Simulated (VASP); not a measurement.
# CaF2 (Fluorite) (Fm-3m) in VASP: further runs, part 2 of 3

VASP 6.6.1.

## (3) Phonons, PBE

This run uses another cell than the first one, of 13.97 Å³/atom, 1.050 times its volume.

File POSCAR:

```
CaF2
1.0
    0.0000000000      2.7566564149      2.7566564149
    2.7566564149      0.0000000000      2.7566564149
    2.7566564149      2.7566564149     -0.0000000000
  Ca              F
     1     2
Direct
     0.0000000000000000    1.0000000000000000    0.0000000000000000
     0.2500000000000000    0.2500000000000000    0.2500000000000000
     0.7500000000000000    0.7500000000000000    0.7500000000000000
```

File INCAR.step1:

```
PREC = Accurate
ENCUT = 600
EDIFF = 1E-8
ISMEAR = 0
SIGMA = 0.03
LREAL = F
LASPH = T
NELM = 80
ALGO = Normal
ISIF = 3
LWAVE = F
LCHARG = F
GGA = PE
KPAR = 2
IBRION = 2
NSW = 40
EDIFFG = -0.002
```

File INCAR.step2:

```
PREC = Accurate
ENCUT = 600
EDIFF = 1E-8
ISMEAR = 0
SIGMA = 0.03
LREAL = F
LASPH = T
NELM = 80
ALGO = Normal
ISIF = 2
LWAVE = F
LCHARG = F
GGA = PE
KPAR = 2
IBRION = 6
NFREE = 2
POTIM = 0.015
NSW = 1
```

File KPOINTS:

```
Automatic mesh
0
Gamma
  8 8 8
```

Potentials or basis: VASP PAW PBE potentials, release 64 (Ca_sv, F).

Command:

```sh
$ cat potpaw_PBE.64/Ca_sv/POTCAR potpaw_PBE.64/F/POTCAR > POTCAR
$ cp INCAR.step1 INCAR
$ mpirun -np 2 vasp_std > vasp.out
$ cp CONTCAR POSCAR
$ cp INCAR.step2 INCAR
$ mpirun -np 2 vasp_std > vasp.out
```

OUTCAR:

```text
PREC = Accurate
   ENCUT = 600
   EDIFF = 1E-8
   ISMEAR = 0
   LREAL = F
   LASPH = T
   NELM = 80
   ISIF = 2
   GGA = PE
   IBRION = 6
   NFREE = 2
   POTIM = 0.015
   NSW = 1

 ion  position               nearest neighbor table
   1  0.000  0.000  0.000-   3 2.39   3 2.39   3 2.39   2 2.39   3 2.39   2 2.39   2 2.39   2 2.39

   2  0.250  0.250  0.250-   1 2.39   1 2.39   1 2.39   1 2.39
   3  0.750  0.750  0.750-   1 2.39   1 2.39   1 2.39   1 2.39

  LATTYP: Found a face centered cubic cell.
 ALAT       =     5.5133128298

  Lattice vectors:

 A1 = (   0.0000000000,   2.7566564149,   2.7566564149)
 A2 = (   2.7566564149,   0.0000000000,   2.7566564149)
 A3 = (   2.7566564149,   2.7566564149,   0.0000000000)

Analysis of symmetry for initial positions (statically):
=====================================================================
 Subroutine PRICEL returns:
 Original cell was already a primitive cell.

[... 804 lines left out ...]
  in kB        0.0829644      0.0447317      0.0447317      0.0000000      1.2179200      0.0000000
  external PRESSURE =       0.0574760 kB  Pullay stress =       0.0000000 kB
[... 18 lines left out ...]
  FREE ENERGIE OF THE ION-ELECTRON SYSTEM (eV)
  ---------------------------------------------------
  free  energy   TOTEN  =       -17.3444130381 eV

  energy  without entropy=      -17.3444130381  energy(sigma->0) =      -17.34441304

 INTERNAL STRAIN TENSORS FROM DISPLACED ATOMS
 ============================================

 INTERNAL STRAIN TENSOR FOR ION    1 for displacements in x,y,z  (eV/Angst):
          X           Y           Z          XY          YZ          ZX
  --------------------------------------------------------------------------------
  x     0.00000     0.00000     0.00000     0.00000     0.00000     0.00000
  y     0.00000     0.00000     0.00000     0.00000     0.00000     0.00000
  z     0.00000     0.00000     0.00000     0.00000     0.00000     0.00000

 INTERNAL STRAIN TENSOR FOR ION    3 for displacements in x,y,z  (eV/Angst):
          X           Y           Z          XY          YZ          ZX
  --------------------------------------------------------------------------------
  x    -0.00000     0.00000     0.00000     0.00000     2.12144     0.00000
  y    -0.00000     0.00000    -0.00000     0.00000     0.00000     2.12144
  z    -0.00000    -0.00000    -0.00000     2.12144     0.00000     0.00000

 Eigenvectors and eigenvalues of the dynamical matrix
 ----------------------------------------------------

   1 f  =    9.231643 THz    58.004125 2PiTHz  307.934470 cm-1    38.178991 meV
             X         Y         Z           dx          dy          dz
      0.000000  0.000000  0.000000     0.000000   -0.000000   -0.000000
      1.378328  1.378328  1.378328    -0.025780    0.036982    0.705668
      4.134985  4.134985  4.134985     0.025780   -0.036982   -0.705668
[... 43 lines left out ...]
   9 f/i=    0.003320 THz     0.020863 2PiTHz    0.110757 cm-1     0.013732 meV
             X         Y         Z           dx          dy          dz
      0.000000  0.000000  0.000000    -0.142942    0.093987    0.696089
      1.378328  1.378328  1.378328    -0.098322    0.064649    0.478801
      4.134985  4.134985  4.134985    -0.098322    0.064649    0.478801

 ELASTIC MODULI CONTR FROM IONIC RELAXATION (kBar)
 Direction    XX          YY          ZZ          XY          YZ          ZX
 --------------------------------------------------------------------------------
 XX          -0.0000      0.0000     -0.0000      0.0000      0.0000      0.0000
 YY           0.0000     -0.0000      0.0000      0.0000     -0.0000     -0.0000
 ZZ          -0.0000      0.0000     -0.0000      0.0000     -0.0000      0.0000
 XY           0.0000      0.0000      0.0000    -51.9588      0.0000     -0.0000
 YZ           0.0000     -0.0000     -0.0000      0.0000    -51.9588     -0.0000
 ZX           0.0000     -0.0000      0.0000     -0.0000     -0.0000    -51.9588
 --------------------------------------------------------------------------------
```

It took 54 s on 2 MPI ranks of Intel Xeon 6975P-C (Granite Rapids), shared host; peak memory 0.26 GiB.

What came out:

```yaml
Highest_phonon_frequency_at_Γ_LO-TO_splitting_left_out: 308 cm⁻¹
```

Phonon frequencies in cm⁻¹ (negative: imaginary):
```
              q point                    frequencies
(0.000, 0.000, 0.000)  0 0 0 235 235 235 308 308 308
```

## (4) Dielectric tensor, PBE

This run uses another cell than the first one, of 13.97 Å³/atom, 1.050 times its volume.

File INCAR:

```
PREC = Accurate
ENCUT = 600
EDIFF = 1E-8
ISMEAR = 0
SIGMA = 0.03
LREAL = F
LASPH = T
NELM = 80
ALGO = Normal
ISIF = 2
LWAVE = F
LCHARG = F
GGA = PE
LEPSILON = T
KPAR = 2
```

File KPOINTS:

```
Automatic mesh
0
Monkhorst-Pack
  14 14 14
```

File POSCAR:

```
CaF2                                    
1.0
    0.0000000000      2.7566564149      2.7566564149
    2.7566564149      0.0000000000      2.7566564149
    2.7566564149      2.7566564149      0.0000000000
  Ca              F             
     1     2
Direct
     0.0000000000000000    0.0000000000000000    0.0000000000000000
     0.2500000000000000    0.2500000000000000    0.2500000000000000
     0.7500000000000000    0.7500000000000000    0.7500000000000000
```

Potentials or basis: VASP PAW PBE potentials, release 64 (Ca_sv, F).

Command:

```sh
$ cat potpaw_PBE.64/Ca_sv/POTCAR potpaw_PBE.64/F/POTCAR > POTCAR
$ mpirun -np 2 vasp_std > vasp.out
```

OUTCAR:

```text
PREC = Accurate
   ENCUT = 600
   EDIFF = 1E-8
   ISMEAR = 0
   LREAL = F
   LASPH = T
   NELM = 80
   ISIF = 2
   GGA = PE
   LEPSILON = T

 ion  position               nearest neighbor table
   1  0.000  0.000  0.000-   3 2.39   3 2.39   3 2.39   2 2.39   3 2.39   2 2.39   2 2.39   2 2.39

   2  0.250  0.250  0.250-   1 2.39   1 2.39   1 2.39   1 2.39
   3  0.750  0.750  0.750-   1 2.39   1 2.39   1 2.39   1 2.39

  LATTYP: Found a face centered cubic cell.
 ALAT       =     5.5133128298

  Lattice vectors:

 A1 = (   0.0000000000,   2.7566564149,   2.7566564149)
 A2 = (   2.7566564149,   0.0000000000,   2.7566564149)
 A3 = (   2.7566564149,   2.7566564149,   0.0000000000)

Analysis of symmetry for initial positions (statically):
[... 711 lines left out ...]
 ------------------------------------------------------
           2.254473     0.000000     0.000000
           0.000000     2.254473     0.000000
          -0.000000     0.000000     2.254473
 ------------------------------------------------------

 PIEZOELECTRIC TENSOR (including local field effects)  for field in x, y, z        (e  Angst)
          XX          YY          ZZ          XY          YZ          ZX
  --------------------------------------------------------------------------------
  x     0.00000     0.00000     0.00000     0.00000     0.00000     0.00000
  y     0.00000     0.00000     0.00000     0.00000     0.00000     0.00000
  z     0.00000     0.00000     0.00000     0.00000     0.00000     0.00000

 PIEZOELECTRIC TENSOR (including local field effects)  for field in x, y, z        (C/m^2)
          XX          YY          ZZ          XY          YZ          ZX
  --------------------------------------------------------------------------------
  x     0.00000     0.00000     0.00000     0.00000     0.00000     0.00000
  y     0.00000     0.00000     0.00000     0.00000     0.00000     0.00000
  z     0.00000     0.00000     0.00000     0.00000     0.00000     0.00000

 BORN EFFECTIVE CHARGES (including local field effects) (in |e|, cummulative output)
 ---------------------------------------------------------------------------------
 ion    1
    1     2.36047     0.00000     0.00000
    2     0.00000     2.36047     0.00000
    3     0.00000     0.00000     2.36047
 ion    2
    1    -1.18023     0.00000     0.00000
    2     0.00000    -1.18023     0.00000
    3     0.00000     0.00000    -1.18023
 ion    3
    1    -1.18023     0.00000     0.00000
    2     0.00000    -1.18023     0.00000
    3     0.00000     0.00000    -1.18023
```

stdout:

```text
POSCAR found type information on POSCAR CaF
 POSCAR found :  2 types and       3 ions
 scaLAPACK will be used
 LDA part: xc-table for (Slater+PW92), standard interpolation
 -----------------------------------------------------------------------------
|                                                                             |
|           W    W    AA    RRRRR   N    N  II  N    N   GGGG   !!!           |
[... 38 lines left out ...]
  Direction:   1
 dielectric tensor                  component  1 :     2.254     0.003    -0.003
 Linear response to external field, progress :
  Direction:   2
 dielectric tensor                  component  2 :     0.003     2.254    -0.003
 Linear response to external field, progress :
  Direction:   3
 dielectric tensor                  component  3 :     0.002    -0.002     2.254
 Born effective charges drift removed
```

It took 19 min on 2 MPI ranks of Intel Xeon 6975P-C (Granite Rapids), shared host; peak memory 1.3 GiB.

Results:

* Electronic dielectric tensor (diagonal): 2.25
* Born charges (mean of the diagonal): Ca +2.36; F -1.18 e

Electronic dielectric tensor:
```
2.25 0.00 0.00
0.00 2.25 0.00
0.00 0.00 2.25
```

Born effective charge tensors (e):
atom 1, Ca
```
2.36 0.00 0.00
0.00 2.36 0.00
0.00 0.00 2.36
```
atom 2, F
```
-1.18  0.00  0.00
 0.00 -1.18  0.00
 0.00  0.00 -1.18
```
atom 3, F
```
-1.18  0.00  0.00
 0.00 -1.18  0.00
 0.00  0.00 -1.18
```

(Part 2 of 3 ends here.)
